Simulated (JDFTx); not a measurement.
# BN (F-43m) in JDFTx: a series of runs, part 2 of 2

JDFTx 1.7.0 (patched build). The steps go on from the part before.

### 4 Relaxation of the atoms, PBEsol (relaxed cell strained by -0.01 in Voigt component 1)

BN.in

```
lattice \
    0.0000000000     3.3744545992     3.3744545992 \
    3.4085399991     0.0000000000     3.4085399991 \
    3.4085399991     3.4085399991     0.0000000000
coords-type Lattice
ion N      0.2499999900     0.2499999900     0.2499999900 1
ion B      0.0000000000     0.0000000000     0.0000000000 1

ion-species pseudo/N.upf
ion-species pseudo/B.upf
elec-cutoff 42 336
elec-ex-corr gga-PBEsol
kpoint-folding 13 13 13
elec-smearing Fermi 0.0018374661
elec-n-bands 9
electronic-SCF nIterations 100 energyDiffThreshold 1e-10
electronic-minimize nIterations 30 energyDiffThreshold 1e-7
forces-output-coords Cartesian
ionic-minimize nIterations 20 energyDiffThreshold 1e-8 knormThreshold 2e-5

dump-name run.$VAR
dump End Ecomponents EigStats BandEigs Kpoints Forces Stress ElecDensity Dtot KEdensity
```

Potentials or basis: PseudoDojo-SR-PBEsol-0.4.1-standard.

On the command line:

```sh
$ jdftx -c 1 -i BN.in -o BN.out
```

The log of the run:

```text
*************** JDFTx 1.7.0 (patched build) ***************

Input parsed successfully to the following command list (including defaults):
[... the input with its defaults ...]

---------- Setting up symmetries ----------

Non-trivial transmission matrix:
[   1   0   0  ]
[  -1   1   0  ]
[   0   0   1  ]
with reduced lattice vectors:
[     -3.374455      3.374455      3.374455  ]
[      3.408540      0.000000      3.408540  ]
[      0.000000      3.408540      0.000000  ]

Found 16 point-group symmetries of the bravais lattice
Found 8 space-group symmetries with basis
Applied RMS atom displacement 5.88415e-08 bohrs to make symmetries exact.

---------- Initializing the Grid ----------
R =
[            0      3.37445      3.37445  ]
[      3.40854            0      3.40854  ]
[      3.40854      3.40854            0  ]
unit cell volume = 78.4098
G =
[  -0.930993   0.921683   0.921683  ]
[   0.930993  -0.921683   0.921683  ]
[   0.930993   0.921683  -0.921683  ]
Minimum fftbox size, Smin = [  40  40  40  ]
Chosen fftbox size, S = [  40  40  40  ]

---------- Initializing tighter grid for wavefunction operations ----------
R =
[            0      3.37445      3.37445  ]
[      3.40854            0      3.40854  ]
[      3.40854      3.40854            0  ]
unit cell volume = 78.4098
G =
[  -0.930993   0.921683   0.921683  ]
[   0.930993  -0.921683   0.921683  ]
[   0.930993   0.921683  -0.921683  ]
Minimum fftbox size, Smin = [  32  28  28  ]
Chosen fftbox size, S = [  32  32  32  ]

---------- Exchange Correlation functional ----------
Initalized PBEsol GGA exchange.
Initalized PBEsol GGA correlation.

---------- Setting up pseudopotentials ----------
Width of ionic core gaussian charges (only for fluid interactions / plotting) set to 0

Reading pseudopotential file 'pseudo/N.upf':
  'N' pseudopotential, 'PBESOL' functional
  Generated using ONCVPSP code by D. R. Hamann
  5 valence electrons, 2 orbitals, 4 projectors, 1001 radial grid points, with lMax = 1
    2S    l: 0   occupation:  2.0   eigenvalue: -0.678237
    2P    l: 1   occupation:  3.0   eigenvalue: -0.258576
  Core radius for overlap checks: 1.31 bohrs.

Reading pseudopotential file 'pseudo/B.upf':
  'B' pseudopotential, 'PBESOL' functional
  Generated using ONCVPSP code by D. R. Hamann
  3 valence electrons, 2 orbitals, 4 projectors, 1001 radial grid points, with lMax = 1
    2S    l: 0   occupation:  2.0   eigenvalue: -0.344017
    2P    l: 1   occupation:  1.0   eigenvalue: -0.130657
  Core radius for overlap checks: 1.18 bohrs.

Initialized 2 species with 2 total atoms.

Folded 1 k-points by 13x13x13 to 2197 k-points.

---------- Setting up k-points, bands, fillings ----------
Adding inversion symmetry to k-mesh for non-inversion-symmetric unit cell.
Reduced to 196 k-points under symmetry.
Computing the number of bands and number of electrons
Calculating initial fillings.
nElectrons:   8.000000   nBands: 9   nStates: 196

----- Setting up reduced wavefunction bases (one per k-point) -----
average nbasis = 1019.209 , ideal nbasis = 1019.385

---------- Setting up ewald sum ----------
Optimum gaussian width for ewald sums = 1.542918 bohr.
Real space sum over 1331 unit cells with max indices [  5  5  5  ]
Reciprocal space sum over 2197 terms with max indices [  6  6  6  ]

---------- Allocating electronic variables ----------
Initializing wave functions:  linear combination of atomic orbitals
Note: number of bands (9) exceeds available atomic orbitals (8)
N pseudo-atom occupations:   s ( 2 )  p ( 3 )
B pseudo-atom occupations:   s ( 2 )  p ( 1 )
	FillingsUpdate:  mu: +0.604869247  nElectrons: 8.000000
LCAOMinimize: Iter:   0  F: -12.8171977574725293  |grad|_K:  2.923e-03  alpha:  1.000e+00
	FillingsUpdate:  mu: +0.599029694  nElectrons: 8.000000
LCAOMinimize: Iter:   1  F: -12.8466451963471009  |grad|_K:  1.611e-04  alpha:  4.110e-01  linmin: -4.884e-01  cgtest:  6.575e-01
LCAOMinimize: Encountered beta<0, resetting CG.
[... 6 lines of inner loops ...]
LCAOMinimize: Iter:   4  F: -12.8468071142953910  |grad|_K:  3.107e-07  alpha:  5.257e-01  linmin:  3.380e-05  cgtest: -8.072e-05
	FillingsUpdate:  mu: +0.598349672  nElectrons: 8.000000
LCAOMinimize: Iter:   5  F: -12.8468071148854168  |grad|_K:  9.324e-09  alpha:  7.700e-01  linmin:  1.811e-03  cgtest: -4.162e-03
LCAOMinimize: Converged (|Delta F|<1.000000e-06 for 2 iters).

-------- Electronic minimization -----------
Will mix electronic density at each iteration.
	FillingsUpdate:  mu: +0.598349672  nElectrons: 8.000000
	FillingsUpdate:  mu: +0.527767265  nElectrons: 8.000000
SCF: Cycle:  0   F: -12.894788234323597   dF: -4.798e-02   |Residual|: 4.897e-02   |deigs|: 2.284e-01
	FillingsUpdate:  mu: +0.529222312  nElectrons: 8.000000
SCF: Cycle:  1   F: -12.895134119263574   dF: -3.459e-04   |Residual|: 2.468e-02   |deigs|: 1.175e-02
	FillingsUpdate:  mu: +0.531110035  nElectrons: 8.000000
SCF: Cycle:  2   F: -12.895198319120935   dF: -6.420e-05   |Residual|: 1.997e-03   |deigs|: 3.852e-03
	FillingsUpdate:  mu: +0.531271408  nElectrons: 8.000000
SCF: Cycle:  3   F: -12.895198880504131   dF: -5.614e-07   |Residual|: 9.876e-04   |deigs|: 3.073e-04
	FillingsUpdate:  mu: +0.531379187  nElectrons: 8.000000
SCF: Cycle:  4   F: -12.895198992457106   dF: -1.120e-07   |Residual|: 7.346e-05   |deigs|: 1.561e-04
	FillingsUpdate:  mu: +0.531383581  nElectrons: 8.000000
SCF: Cycle:  5   F: -12.895199003873270   dF: -1.142e-08   |Residual|: 2.789e-05   |deigs|: 1.324e-04
	FillingsUpdate:  mu: +0.531387120  nElectrons: 8.000000
SCF: Cycle:  6   F: -12.895199006690909   dF: -2.818e-09   |Residual|: 6.115e-06   |deigs|: 8.441e-05
	FillingsUpdate:  mu: +0.531387803  nElectrons: 8.000000
SCF: Cycle:  7   F: -12.895199007310207   dF: -6.193e-10   |Residual|: 2.751e-06   |deigs|: 7.109e-05
	FillingsUpdate:  mu: +0.531387642  nElectrons: 8.000000
SCF: Cycle:  8   F: -12.895199007454927   dF: -1.447e-10   |Residual|: 1.192e-06   |deigs|: 6.966e-05
	FillingsUpdate:  mu: +0.531387603  nElectrons: 8.000000
SCF: Cycle:  9   F: -12.895199007486497   dF: -3.157e-11   |Residual|: 3.400e-07   |deigs|: 7.378e-05
	FillingsUpdate:  mu: +0.531387591  nElectrons: 8.000000
SCF: Cycle: 10   F: -12.895199007494456   dF: -7.960e-12   |Residual|: 4.389e-07   |deigs|: 1.189e-04
SCF: Converged (|Delta E|<1.000000e-10 for 2 iters).

Setting wave functions to eigenvectors of Hamiltonian

# Stress tensor in Cartesian coordinates [Eh/a0^3]:
[ -0.000271975            0            0  ]
[            0 -6.47581e-05            0  ]
[            0            0 -6.47581e-05  ]

# Ionic positions in lattice coordinates:
ion N   0.249999995000000   0.249999995000000   0.249999995000000 1
ion B  -0.000000005000000  -0.000000005000000  -0.000000005000000 1

# Forces in Cartesian coordinates:
force N   0.000000000000000   0.000000000000000   0.000000000000000 1
force B   0.000000000000000  -0.000000000000000  -0.000000000000000 1

# Energy components:
   Eewald =      -13.2424518838426337
       EH =        1.7514033605444759
     Eloc =       -5.8752111002734351
      Enl =       -1.0845968560232357
      Exc =       -4.3460555134379648
 Exc_core =        0.4768941718965996
       KE =        9.4248188136417390
-------------------------------------
     Etot =      -12.8951990074944547
       TS =        0.0000000000000012
-------------------------------------
        F =      -12.8951990074944565

IonicMinimize: Iter:   0  F: -12.895199007494456  |grad|_K:  2.484e-37
IonicMinimize: Converged (|grad|_K<2.000000e-05).

#--- Lowdin population analysis ---
# oxidation-state N -0.316
# oxidation-state B +0.341

Dumping 'run.eigStats' ...
	eMin: -0.332132 at state 0 ( [ +0.000000 +0.000000 +0.000000 ] spin 0 )
	HOMO: +0.421057 at state 0 ( [ +0.000000 +0.000000 +0.000000 ] spin 0 )
	mu  : +0.531388
	LUMO: +0.577518 at state 47 ( [ +0.000000 +0.461538 +0.461538 ] spin 0 )
	eMax: +1.330251 at state 0 ( [ +0.000000 +0.000000 +0.000000 ] spin 0 )
	HOMO-LUMO gap: +0.156460
	Optical gap  : +0.323157 at state 0 ( [ +0.000000 +0.000000 +0.000000 ] spin 0 )
Done!
[note: mu as printed may lie anywhere between the filled and the empty levels]
```

Run time: 44 s. Hardware: 1 thread of Intel Xeon Platinum 8488C (Sapphire Rapids), shared host; peak memory 0.12 GiB.

What came out:

```yaml
Free_energy: -350.8962 eV
Pressure_after_relaxing: 3.9 GPa
Band_gap_on_the_k_mesh: 4.26 eV, indirect (least direct gap 8.79 eV)
Loewdin_charges: N -0.32; B +0.34 e
```

Stress tensor (GPa, compression positive):
```
8.00 0.00 0.00
0.00 1.91 0.00
0.00 0.00 1.91
```

Final structure:
```yaml
crystal:
  lattice:
    - [0.00000, 1.80372, 1.80372]
    - [1.78568, 0.00000, 1.80372]
    - [1.78568, 1.80372, 0.00000]
  atoms:
    - { symbol: N, position: [0.25000, 0.25000, 0.25000] }
    - { symbol: B, position: [0.00000, 0.00000, 0.00000] }
```

Caveat: the relaxation stopped at its first step, so nothing moved; an odd mesh through Γ misses points on the zone boundary, where band edges often lie.

### 5 Summary

```csv
task,cell,gap on the mesh (eV),pressure (GPa)
relaxation of cell and atoms,relaxed,4.43,0.0
relaxation of the atoms,atoms relaxed from: relaxed cell strained by 0.01 in Voigt component 1,4.32,-3.8
relaxation of the atoms,atoms relaxed from: relaxed cell strained by -0.01 in Voigt component 1,4.26,3.9
```

Alike in all rows: level PBEsol; potentials or basis PseudoDojo-SR-PBEsol-0.4.1-standard; no spin polarisation; k mesh 13 × 13 × 13; cutoff (eV) 1143; smearing fermi-dirac 0.05 eV.

Caveats: an odd mesh through Γ misses points on the zone boundary, where band edges often lie; the relaxation stopped at its first step, so nothing moved (some runs).

Absolute energies hang on the potentials; compare differences alone.
